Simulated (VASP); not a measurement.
# Zr6C5 in VASP: a series of runs

The runs below take Zr6C5 through single point, with PBE.

Program: VASP 6.6.1. These are calculated values, not measurements. Logs are shortened: lines on timing, memory, paths and dates and some standing lists are left out, and cuts for length are marked.

## Step 1: The slab as given

The cell holds a slab with vacuum, 11 atoms: a = 3.324 Å, b = 3.324 Å, c = 19.569 Å, α = 90.00°, β = 90.00°, γ = 120.00°.

## Step 2: Single point, PBE

Input file INCAR:

```
  ALGO = Normal
  DIPOL = 0.5 0.5 0.500
  EDIFF = 1E-7
  ENCUT = 460
  GGA = PE
  IDIPOL = 3
  ISIF = 2
  ISMEAR = 1
  LASPH = True
  LCHARG = False
  LDIPOL = True
  LREAL = False
  LVACPOTAV = True
  LVHAR = True
  LWAVE = False
  NBANDS = 65
  NELM = 120
  PREC = Accurate
  SIGMA = 0.1
```

Input file KPOINTS:

```
k-points
0
Gamma
  11 11 1
```

Input file POSCAR:

```
Zr6C5
1.0
    3.3236988564      0.0000000000      0.0000000000
   -1.6618494282      2.8784076442      0.0000000000
    0.0000000000      0.0000000000     19.5689437615
Zr C
6 5
Direct
    0.3333333333      0.6666666667      0.1533041352
    0.0000000000      0.0000000000      0.2919824811
    0.6666666667      0.3333333333      0.4306608270
    0.3333333333      0.6666666667      0.5693391730
    0.0000000000      0.0000000000      0.7080175189
    0.6666666667      0.3333333333      0.8466958648
    0.6666666667      0.3333333333      0.2226433082
    0.3333333333      0.6666666667      0.3613216541
    0.0000000000      0.0000000000      0.5000000000
    0.6666666667      0.3333333333      0.6386783459
    0.3333333333      0.6666666667      0.7773566918
```

Potentials or basis: VASP PAW PBE potentials, release 64 (Zr_sv, C).

Run with:

```bash
$ cat potpaw_PBE.64/Zr_sv/POTCAR potpaw_PBE.64/C/POTCAR > POTCAR
$ mpirun -np 1 vasp_std > vasp.out
```

OUTCAR:

```text
EDIFF = 1E-7
   ENCUT = 460
   GGA = PE
   ISIF = 2
   ISMEAR = 1
   LASPH = True
   LREAL = False
   NELM = 120
   PREC = Accurate

 Found     16 irreducible k-points:

 Following reciprocal coordinates:
            Coordinates               Weight
  0.000000  0.000000  0.000000      1.000000
  0.090909 -0.000000  0.000000      6.000000
  0.181818  0.000000  0.000000      6.000000
  0.272727  0.000000  0.000000      6.000000
  0.363636 -0.000000  0.000000      6.000000
  0.454545  0.000000  0.000000      6.000000
   k-points           NKPTS =     16   k-points in BZ     NKDIM =     16   number of bands    NBANDS=     65
   number of dos      NEDOS =    301   number of ions     NIONS =     11
   total plane-waves  NPLWV =  80640
   dimension x,y,z NGX =    24 NGY =   24 NGZ =  140
   dimension x,y,z NGXF=    48 NGYF=   48 NGZF=  280
   ions per type =               6   5
   NGX,Y,Z   is equivalent  to a cutoff of  12.00, 12.00, 11.89 a.u.
   NGXF,Y,Z  is equivalent  to a cutoff of  24.01, 24.01, 23.79 a.u.
 SYSTEM =  unknown system
   PREC   = accura    normal or accurate (medium, high low for compatibility)
   ISTART =      0    job   : 0-new  1-cont  2-samecut
   ICHARG =      2    charge: 1-file 2-atom 10-const
   ISPIN  =      1    spin polarized calculation?
   LNONCOLLINEAR =      F non collinear calculations
   LSORBIT =      F    spin-orbit coupling
   LASPH  =      T    aspherical Exc in radial PAW
   ENCUT  =  460.0 eV  33.81 Ry    5.81 a.u.   5.81  5.81 34.22*2*pi/ulx,y,z
   NELM   =    120;   NELMIN=  2; NELMDL= -5     # of ELM steps
   EDIFF  = 0.1E-06   stopping-criterion for ELM
   LREAL  =      F    real-space projection
   EDIFFG = 0.1E-05   stopping-criterion for IOM
   NSW    =      0    number of steps for IOM
   IBRION =     -1    ionic relax: 0-MD 1-quasi-New 2-CG
   NFREE  =      0    steps in history (QN), initial steepest desc. (CG)
   ISIF   =      2    stress and relaxation
   ISYM   =      2    0-nonsym 1-usesym 2-fastsym
   POTIM  = 0.5000    time-step for ionic-motion
   TEBEG  =    0.0;   TEEND  =   0.0 temperature during run
   PSTRESS=    0.0 pullay stress
   NELECT =      92.0000    total number of electrons
   NUPDOWN=      -1.0000    fix difference up-down
   EMIN   =  10.00;   EMAX   =-10.00  energy-range for DOS
   EFERMI =   0.00;   METHOD = LEGACY
   ISMEAR =     1;   SIGMA  =   0.10  broadening in eV -4-tet -1-fermi 0-gaus
   EFERMI_NEDOS =   21; number of points for ismear=-14 and -15
   IALGO  =     38    algorithm
   IMIX   =      4    mixing-type and parameters
     AMIX     =   0.40;   BMIX     =  1.00
     AMIX_MAG =   1.60;   BMIX_MAG =  1.00
  volume/ion in A,a.u.               =      17.02       114.85
  Fermi-wavevector in a.u.,A,eV,Ry     =   1.291884  2.441308 22.707652  1.668965
  Thomas-Fermi vector in A             =   2.423627
   LORBIT       =      0    0 simple, 1 ext, 2 COOP (PROOUT), +10 PAW based schemes
   GGA     = PE    functional components
   LHFCALC =     F    Hartree Fock is set to
   AEXX    =    0.0000 exact exchange contribution
   IVDW    =     0    specifies the selected vdW correction
   LEPSILON=     F    determine dielectric tensor
   LRPA    =     F    only Hartree local field effects (RPA)
 non-spin polarized calculation
 Methfessel and Paxton  Order N= 1 SIGMA  =   0.10
  energy-cutoff  :      460.00
  volume of cell :      187.22
 maximum number of plane-waves:      4222
 NGX is ok and might be reduce to    24
   NGX = 11   NGY = 11   NGZ = 69

 number of electron      91.9999995 magnetization

 dipolmoment           0.000000      0.000000     -0.000000 electrons x Angstroem

 Free energy of the ion-electron system (eV)
  ---------------------------------------------------
  ext. energy  EPLUGINS =         0.00000000
  ---------------------------------------------------
  free energy    TOTEN  =      -103.81973012 eV

  energy without entropy =     -103.82449433  energy(sigma->0) =     -103.82131819

 E-fermi :   7.3121     XC(G=0): -10.5609

 val. band max:        7.2957261828   @ k =   0.1818   0.0000   0.0000
 cond. band min:       7.3643915309   @ k =   0.2727   0.0909   0.0000
 fundamental gap:      0.0686653481
 Fermi energy:         7.3120921252

 k-point     1 :       0.0000    0.0000    0.0000
  band No.  band energies     occupation
      1     -41.7484      2.00000
      2     -41.7484      2.00000
      3     -40.8256      2.00000
      4     -40.8206      2.00000
      5     -40.7583      2.00000
      6     -40.7126      2.00000
[... 50 lines left out ...]
     57       9.8950      0.00000
     58       9.9428      0.00000

 k-point     2 :       0.0909   -0.0000    0.0000
  band No.  band energies     occupation
      1     -41.7435      2.00000
      2     -41.7435      2.00000
      3     -40.8195      2.00000
      4     -40.8149      2.00000
      5     -40.7529      2.00000
      6     -40.7086      2.00000
[... 50 lines left out ...]
     57      10.0305      0.00000
     58      10.1506      0.00000

 k-point     3 :       0.1818    0.0000    0.0000
  band No.  band energies     occupation
      1     -41.7303      2.00000
      2     -41.7303      2.00000
      3     -40.8031      2.00000
      4     -40.7997      2.00000
      5     -40.7382      2.00000
      6     -40.6979      2.00000
[... 50 lines left out ...]
     57      10.1211      0.00000
     58      10.5236      0.00000

 k-point     4 :       0.2727    0.0000    0.0000
  band No.  band energies     occupation
      1     -41.7130      2.00000
      2     -41.7130      2.00000
      3     -40.7815      2.00000
      4     -40.7795      2.00000
      5     -40.7182      2.00000
      6     -40.6846      2.00000
[... 50 lines left out ...]
     57      10.5303      0.00000
     58      10.6556      0.00000

 k-point     5 :       0.3636   -0.0000    0.0000
  band No.  band energies     occupation
      1     -41.6971      2.00000
      2     -41.6971      2.00000
      3     -40.7616      2.00000
      4     -40.7608      2.00000
      5     -40.6987      2.00000
      6     -40.6735      2.00000
[... 50 lines left out ...]
     57      11.0869      0.00000
     58      11.1148      0.00000

 k-point     6 :       0.4545    0.0000    0.0000
  band No.  band energies     occupation
      1     -41.6876      2.00000
      2     -41.6876      2.00000
      3     -40.7498      2.00000
      4     -40.7495      2.00000
      5     -40.6858      2.00000
      6     -40.6681      2.00000
[... 50 lines left out ...]
     57      11.4924      0.00000
     58      11.5844      0.00000

 [... further k-points ...]

 [bands above 58 left out]

------------------------ aborting loop because EDIFF is reached ----------------------------------------

  FORCE on cell =-STRESS in cart. coord.  units (eV):
  Direction    XX          YY          ZZ          XY          YZ          ZX
  --------------------------------------------------------------------------------------
  -------------------------------------------------------------------------------------
  Total       -1.3739762     -1.3739762     -5.8966966     -0.0000000      0.0000000     -0.0000000
  in kB      -11.7584057    -11.7584057    -50.4635750     -0.0000000      0.0000000     -0.0000000
  external PRESSURE =     -24.6601288 kB  Pullay stress =       0.0000000 kB

 VOLUME and BASIS-vectors are now :
 -----------------------------------------------------------------------------
  energy-cutoff  :      460.00
  volume of cell :      187.22
      direct lattice vectors                 reciprocal lattice vectors
     3.323698856  0.000000000  0.000000000     0.300869616  0.173707154  0.000000000
    -1.661849428  2.878407644  0.000000000     0.000000000  0.347414308  0.000000000
     0.000000000  0.000000000 19.568943762     0.000000000  0.000000000  0.051101378

 POSITION                                       TOTAL-FORCE (eV/Angst)
 -----------------------------------------------------------------------------------
     -0.00000      1.91894      3.00000         0.000000     -0.000000      1.428226
      0.00000      0.00000      5.71379        -0.000000     -0.000000      0.454198
      1.66185      0.95947      8.42758         0.000000     -0.000000     -0.025163
     -0.00000      1.91894     11.14137        -0.000000      0.000000      0.025163
      0.00000      0.00000     13.85516        -0.000000      0.000000     -0.454198
      1.66185      0.95947     16.56894        -0.000000      0.000000     -1.428226
      1.66185      0.95947      4.35689         0.000000     -0.000000     -1.702635
     -0.00000      1.91894      7.07068         0.000000      0.000000     -0.192194
      0.00000      0.00000      9.78447        -0.000000      0.000000      0.000000
      1.66185      0.95947     12.49826         0.000000      0.000000      0.192194
     -0.00000      1.91894     15.21205        -0.000000      0.000000      1.702635
 -----------------------------------------------------------------------------------
    total drift:                               -0.000000     -0.000000      0.000000

  FREE ENERGIE OF THE ION-ELECTRON SYSTEM (eV)
  ---------------------------------------------------
  free  energy   TOTEN  =      -103.8197301162 eV

  energy  without entropy=     -103.8244943312  energy(sigma->0) =     -103.82131819
```

Run time: 4.5 min. Hardware: 1 thread of Intel Xeon Platinum 8375C at 2.90GHz (Ice Lake), shared host; peak memory 0.32 GiB.

These settings aren't checked as converged: the numbers below hold their error.

What came out:

```
Free energy            : -103.8197 eV
Largest force          : 1.703 eV/Å
Band gap on the k mesh : none (metal or under the smearing width)
```

Caveat: the cutoff is under 1.25 times the usual one of these potentials, so pressure, stress and relaxed cells hold a basis-set (Pulay) error.

## Step 3: Single point, PBE

This run uses another cell than the first one, of 20.50 Å³/atom, 1.204 times its volume.

Edit INCAR of step 2 so:

```diff
@@ -1,3 +1,2 @@
   ALGO = Normal
-  DIPOL = 0.5 0.5 0.500
   EDIFF = 1E-7
@@ -10,3 +9,2 @@
   LCHARG = False
-  LDIPOL = True
   LREAL = False
```

Input file KPOINTS:

```
k-points
0
Gamma
  9 9 1
```

Input file POSCAR:

```
Zr6C5
1.0
    3.3236988564      0.0000000000      0.0000000000
   -1.6618494282      2.8784076442      0.0000000000
    0.0000000000      0.0000000000     23.5689437615
Zr C
6 5
Direct
    0.3333333333      0.6666666667      0.2121435755
    0.0000000000      0.0000000000      0.3272861453
    0.6666666667      0.3333333333      0.4424287151
    0.3333333333      0.6666666667      0.5575712849
    0.0000000000      0.0000000000      0.6727138547
    0.6666666667      0.3333333333      0.7878564245
    0.6666666667      0.3333333333      0.2697148604
    0.3333333333      0.6666666667      0.3848574302
    0.0000000000      0.0000000000      0.5000000000
    0.6666666667      0.3333333333      0.6151425698
    0.3333333333      0.6666666667      0.7302851396
```

Potentials or basis: VASP PAW PBE potentials, release 64 (Zr_sv, C).

Run with:

```bash
$ cat potpaw_PBE.64/Zr_sv/POTCAR potpaw_PBE.64/C/POTCAR > POTCAR
$ mpirun -np 1 vasp_std > vasp.out
```

It took 4.3 min on 1 thread of Intel Xeon Platinum 8375C at 2.90GHz (Ice Lake), shared host; peak memory 0.34 GiB.

These settings aren't checked as converged: the numbers below hold their error.

What came out:

| Property | Result |
| --- | --- |
| Free energy | -103.7626 eV |
| Largest force | 1.738 eV/Å |
| Band gap on the k mesh | none (metal or under the smearing width) |

Caveat: the cutoff is under 1.25 times the usual one of these potentials, so pressure, stress and relaxed cells hold a basis-set (Pulay) error.
